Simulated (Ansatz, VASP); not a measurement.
**One calculation of BN, two programs**

File INCAR:

```
SYSTEM = BN
ALGO = Normal
DIPOL = 0.5 0.5 0.500
EDIFF = 1E-6
ENCUT = 520
GGA = PE
IDIPOL = 3
ISIF = 2
ISMEAR = 0
IVDW = 12
LASPH = .TRUE.
LCHARG = .TRUE.
LDIPOL = .TRUE.
LELF = .TRUE.
LREAL = .FALSE.
LVACPOTAV = .TRUE.
LVHAR = .TRUE.
LWAVE = .FALSE.
NBANDS = 11
NELM = 60
PREC = Accurate
SIGMA = 0.02
```

Contents of KPOINTS:

```
k-points
0
G
  12 12 1
  0 0 0
```

POSCAR

```
BN
1.0
    2.6090000000      0.0000000000      0.0000000000
   -1.3045000000      2.2594602785      0.0000000000
    0.0000000000      0.0000000000     26.0000000000
B N
1 1
Direct
    0.0000000000      0.0000000000      0.5055000000
    0.6666666667      0.3333333333      0.4945000000
```

Input for Ansatz:

```yaml
crystal:
  lattice:
    - [2.609, 0.0, 0.0]
    - [-1.3045, 2.2594602785, 0.0]
    - [0.0, 0.0, 26.0]
  atoms:
    - { symbol: B, position: [0.0, 0.0, 0.5055] }
    - { symbol: "N", position: [0.6666666667, 0.3333333333, 0.4945] }
  periodic: [true, true, false]
basis:
  ecutwfc: 420
kpoints:
  mp_grid: { grid: [12, 12, 1] }
hamiltonian:
  xc: pbe
  dispersion: d3bj
scf:
  occupations: { method: gaussian, width: 0.02 }
output:
  forces: true
  stress: true
  eigenvalues: true
  write_density: true
  write_potential: true
  elf: true
  volumetric_format: npy
```

Alike in both runs: task single point; functional PBE; dispersion D3(BJ); k mesh 12 × 12 × 1; occupations gaussian, width 0.02 eV; no spin polarisation.

|  | VASP | Ansatz |
| --- | --- | --- |
| version | VASP 6.6.1 | Ansatz 0.2.0 |
| potentials or method | VASP PAW PBE potentials, release 64 (B, N) | scalar-relativistic, plane waves, PAW |
| plane-wave cutoff (eV) | 520 | 420 |
| valence electrons in the cell | 8 | 8 |

|  | VASP | Ansatz | Ansatz less VASP |
| --- | --- | --- | --- |
| gap on the k mesh at the Fermi level (eV) | 3.83 | 3.83 | +0.006 |
| least direct gap on the mesh (eV) | 3.94 | 3.95 | +0.005 |
| rms of the force components (eV/Å) | 2.380 | 2.378 | -0.0021 |

Atom by atom the forces differ by 0.002 eV/Å (rms over components). Ansatz warned: «xc_potential_rough_in_thin_density».

Expect the measured gap to be larger: semilocal functionals such as PBE lack the derivative discontinuity.
